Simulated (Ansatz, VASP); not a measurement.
# GaP (GaP(110)): VASP beside Ansatz, part 3 of 3

Wanted: the spread between two codes on one cell, functional and k mesh. Of the first pair: The structure shown is the end of the VASP relaxation below. Valence electrons are named where the data sets of a main pair hold unlike numbers.

VASP 6.6.1 and Ansatz 0.2.0.

So far: Set-up; VASP: relaxation, PBE; Ansatz: single point, PBE; Side by side; What the set-up changes; Ansatz: band structure, PBE.

### 7. VASP: band structure, PBE

Level of this step: PBE; plane waves and PAW (Ga, P) (VASP).

The same cell, functional, mesh and smearing now go to VASP, with its own data sets.

Input file INCAR:

```
SYSTEM = GaP
PREC = Normal
ENCUT = 320
EDIFF = 1E-06
NELM = 120
ISMEAR = 0
SIGMA = 0.03
LREAL = Auto
ALGO = Fast
GGA = PE
NBANDS = 54
LORBIT = 11
LWAVE = .FALSE.
LCHARG = .TRUE.
KPAR = 2
IDIPOL = 3
LDIPOL = .TRUE.
DIPOL = 0.5 0.5 0.5
LVHAR = .TRUE.
LVACPOTAV = .TRUE.
NEDOS = 1500
```

Input file POSCAR:

```
GaP
1.0
    4.0695860214      0.0000000000      0.0000000000
    0.0000000000      5.7552637447      0.0000000000
    0.0000000000      0.0000000000     31.3868102032
Ga P
9 9
Direct
    0.0000000000      0.0611901089      0.2699608967
    0.5000000000      0.4911691152      0.3138717949
    0.0000000000      0.9945870968      0.3778527131
    0.5000000000      0.4932598081      0.4383368570
    0.0000000000      0.9945689728      0.5000000000
    0.5000000000      0.4932598081      0.5616631430
    0.0000000000      0.9945870968      0.6221472869
    0.5000000000      0.4911691152      0.6861282051
    0.0000000000      0.0611901089      0.7300391033
    0.0000000000      0.7329315669      0.3160939173
    0.5000000000      0.2564219921      0.2502696042
    0.0000000000      0.7380508249      0.4387449689
    0.5000000000      0.2404393690      0.3768340103
    0.0000000000      0.7380508249      0.5612550311
    0.5000000000      0.2393312636      0.5000000000
    0.0000000000      0.7329315669      0.6839060827
    0.5000000000      0.2404393690      0.6231659897
    0.5000000000      0.2564219921      0.7497303958
```

Input file KPOINTS:

```
Automatic mesh
0
Gamma
6 4 1
0 0 0
```

Input file KPOINTS_OPT:

```
Line mode
14
Line-mode
Reciprocal
  0.00000000   0.00000000   0.00000000 GAMMA
  0.50000000   0.00000000   0.00000000 X

  0.50000000   0.00000000   0.00000000 X
  0.50000000   0.50000000   0.00000000 S

  0.50000000   0.50000000   0.00000000 S
  0.00000000   0.50000000   0.00000000 Y

  0.00000000   0.50000000   0.00000000 Y
  0.00000000   0.00000000   0.00000000 GAMMA

  0.00000000   0.00000000   0.00000000 GAMMA
  0.50000000   0.50000000   0.00000000 S
```

Potentials, in the order of the species: Ga and P (PBE family, release 64).

Command:

```
> mpirun -np 4 vasp_std
```

Numbers of over 12 decimals in the logs are rounded to 6 here.

The log of the run:

```text
[banner, memory and clock lines left out]
running    4 mpi-ranks, on    1 nodes
[...]
LDA part: xc-table for (Slater+PW92), standard interpolation
 POSCAR, INCAR and KPOINTS ok, starting setup
[...]
entering main loop
       N       E                     dE             d eps       ncg     rms          rms(c)
DAV:   1     0.297588384171E+03    0.29759E+03   -0.18954E+04  1296   0.693E+02
DAV:   2    -0.456633460347E+02   -0.34325E+03   -0.33169E+03  1780   0.154E+02
DAV:   3    -0.805480759334E+02   -0.34885E+02   -0.34437E+02  1560   0.505E+01
DAV:   4    -0.819731816093E+02   -0.14251E+01   -0.14207E+01  1832   0.117E+01
[...]
RMM:  23    -0.792863231749E+02   -0.70041E-05   -0.16158E-07   695   0.929E-04    0.297E-04
RMM:  24    -0.792863242082E+02   -0.10333E-05   -0.50864E-08   522   0.778E-04    0.349E-04
RMM:  25    -0.792863250613E+02   -0.85310E-06   -0.41364E-08   509   0.735E-04
|                                                                             |
[...]
|     workfunction values.                                                    |
|                                                                             |

   1 F= -.79286325E+02 E0= -.79286325E+02  d E =-.961789E-11
 Start KPOINTS_OPT (optional k-point list driver)
k-point batch [1-12\70]
       N       E                     dE             ncg
DAV:   1    -0.606205528621E+03   -0.72780E+04     1296
DAV:   2    -0.451920415207E+04   -0.39130E+04     1704
DAV:   3    -0.492263708493E+04   -0.40343E+03     1560
DAV:   4    -0.493905905538E+04   -0.16422E+02     1840
[...]
DAV:   8    -0.493949479882E+04   -0.43661E-04     1730
DAV:   9    -0.493949480108E+04   -0.22548E-05     1336
DAV:  10    -0.493949480122E+04   -0.14125E-06     1018
[...]
k-point batch [61-70\70]
       N       E                     dE             ncg
DAV:   1    -0.453781282586E+03   -0.12206E+05     1080
DAV:   2    -0.367004725638E+04   -0.32163E+04     1474
DAV:   3    -0.398087698090E+04   -0.31083E+03     1306
DAV:   4    -0.399258885313E+04   -0.11712E+02     1536
[...]
DAV:   8    -0.399297587419E+04   -0.44351E-04     1496
DAV:   9    -0.399297587587E+04   -0.16776E-05     1128
DAV:  10    -0.399297587600E+04   -0.12506E-06     1008
```

Parts of OUTCAR (step 7):

```text
  Total      -18.2618808    -11.9007005     -0.5587497      0.0000000      0.0000000      0.0000000
  in kB      -39.8009502    -25.9370430     -1.2177700      0.0000000      0.0000000      0.0000000
  external PRESSURE =     -22.3185877 kB  Pullay stress =       0.0000000 kB

 POSITION                                       TOTAL-FORCE (eV/Angst)
 -----------------------------------------------------------------------------------
      0.00000      0.35217      8.47321        -0.000000      0.000287     -0.009902
      2.03479      2.82681      9.85143         0.000000      0.009594      0.013596
      0.00000      5.72411     11.85959        -0.000000     -0.000360     -0.004013
      2.03479      2.83884     13.75800        -0.000000     -0.004596      0.017080
      0.00000      5.72401     15.69341        -0.000000      0.015696     -0.000000
      2.03479      2.83884     17.62881        -0.000000     -0.004596     -0.017080
      0.00000      5.72411     19.52722        -0.000000     -0.000360      0.004013
      2.03479      2.82681     21.53538         0.000000      0.009594     -0.013596
      0.00000      0.35217     22.91360        -0.000000      0.000287      0.009902
      0.00000      4.21821      9.92118         0.000000      0.003846     -0.004350
      2.03479      1.47578      7.85516        -0.000000     -0.000601      0.011538
      0.00000      4.24768     13.77081        -0.000000     -0.011189      0.015984
      2.03479      1.38379     11.82762        -0.000000     -0.008199      0.008185
      0.00000      4.24768     17.61601        -0.000000     -0.011189     -0.015984
[...]
-----------------------------------------------------------------------------------
    total drift:                               -0.000000      0.016280     -0.000006

  FREE ENERGIE OF THE ION-ELECTRON SYSTEM (eV)
  ---------------------------------------------------
  free  energy   TOTEN  =       -79.2863250613 eV

  energy  without entropy=      -79.2863250613  energy(sigma->0) =      -79.28632506

[... 2 parts as in an earlier step ...]

[... 1 further part left out ...]
[key lines of the parts left out:]
E-fermi :  -1.0266
```

### 8. Comparison

What differs besides the data sets and the points named for the pairs above, as far as they apply: the data sets hold 162 valence electrons in Ansatz (on its default PAW (the set named soft_2) files) and 72 in VASP. Total energies have different zeros and are not compared.

Both answers:

| quantity | Ansatz | VASP | difference |
| --- | --- | --- | --- |
| gap over the path points (eV) | 1.171 | 1.207 | -0.036 |

Levels at points of the path, from each program's valence-band top (eV; 4 filled, then empty):

| k (reciprocal lattice) | Ansatz | VASP |
| --- | --- | --- |
| 0.000 0.000 0.000 | -0.17 -0.14 -0.09 -0.01 1.17 1.60 1.60 | -0.17 -0.15 -0.10 -0.01 1.21 1.61 1.62 |
| 0.077 0.000 0.000 | -0.48 -0.41 -0.18 -0.01 1.61 1.93 1.95 | -0.48 -0.41 -0.19 -0.01 1.65 1.95 1.97 |
| 0.154 0.000 0.000 | -0.78 -0.64 -0.37 -0.07 2.17 2.39 2.49 | -0.78 -0.64 -0.37 -0.07 2.20 2.42 2.51 |
| 0.269 0.000 0.000 | -1.26 -0.88 -0.55 -0.20 1.90 2.12 2.24 | -1.25 -0.88 -0.55 -0.20 1.92 2.14 2.26 |
| 0.346 0.000 0.000 | -1.40 -0.95 -0.60 -0.30 1.62 1.74 2.03 | -1.39 -0.94 -0.60 -0.30 1.64 1.75 2.05 |
| 0.423 0.000 0.000 | -1.39 -0.97 -0.61 -0.38 1.43 1.43 2.00 | -1.38 -0.97 -0.60 -0.37 1.44 1.44 2.02 |
| 0.500 0.000 0.000 | -1.35 -0.99 -0.60 -0.40 1.30 1.36 1.91 | -1.34 -0.99 -0.59 -0.39 1.31 1.38 1.92 |
| 0.500 0.077 0.000 | -1.33 -0.99 -0.59 -0.40 1.35 1.37 2.01 | -1.32 -0.99 -0.58 -0.39 1.36 1.39 2.03 |
| 0.500 0.192 0.000 | -1.22 -1.00 -0.56 -0.37 1.49 1.60 2.26 | -1.21 -0.99 -0.55 -0.36 1.51 1.61 2.28 |
| 0.500 0.269 0.000 | -1.12 -1.02 -0.53 -0.34 1.65 1.77 2.47 | -1.11 -1.01 -0.52 -0.34 1.67 1.79 2.49 |

At this near-relaxed geometry the largest component of a force difference is 105 meV/Å. Among the levels compared at these points, filled levels agree within 10 meV and empty ones within 36 meV. With vacuum in the cell, a pressure given here is an average over mostly empty space and none of the material.

### 9. Further runs

Further runs change the set-up of one program: Ansatz's method, potentials or start, or VASP's data sets, cutoff or form of LDA. The table gives Ansatz less VASP for each quantity, since a change that brings one quantity closer may part another.

| run | r.m.s. force difference (meV/Å) | gap over the path points (eV) |
| --- | --- | --- |
| as above | 26 | -0.036 |
| norm-conserving potentials (cutoff 1088 eV) | 25 | -0.039 |

### 10. Outcome

| Item | Value |
| --- | --- |
| r.m.s. force difference (single point, PBE) | 26 meV/Å |
| r.m.s. force difference (band structure, PBE) | 26 meV/Å |

In words: The r.m.s. force difference is 26 meV/Å (band structure, PBE), beyond the 12 meV/Å picked in this series as the mark of a large difference. The data sets hold unlike numbers of valence electrons (162 in Ansatz and 72 in VASP), so part of the differences comes from the potentials. For single point, PBE, no further run moves any of the tabulated differences by more than a quarter of its size. For band structure, PBE, no further run moves any of the tabulated differences by more than a quarter of its size. 2 further runs of this series are not shown here. How closely two codes agree says nothing of how well the functional describes the real material.

[Lines on the potential files, build, host, timing and source positions are cut from VASP's logs without a mark.]

[Logs are printed without paths, hosts, clocks, repeated set-up lines and the standing remarks that a program may print on its own settings, such as how far it seeks lower states.]

[Hosts, paths, dates, database ids (printed as entryN), source tags and the programs' standing remarks are cut or masked in the printed files.]
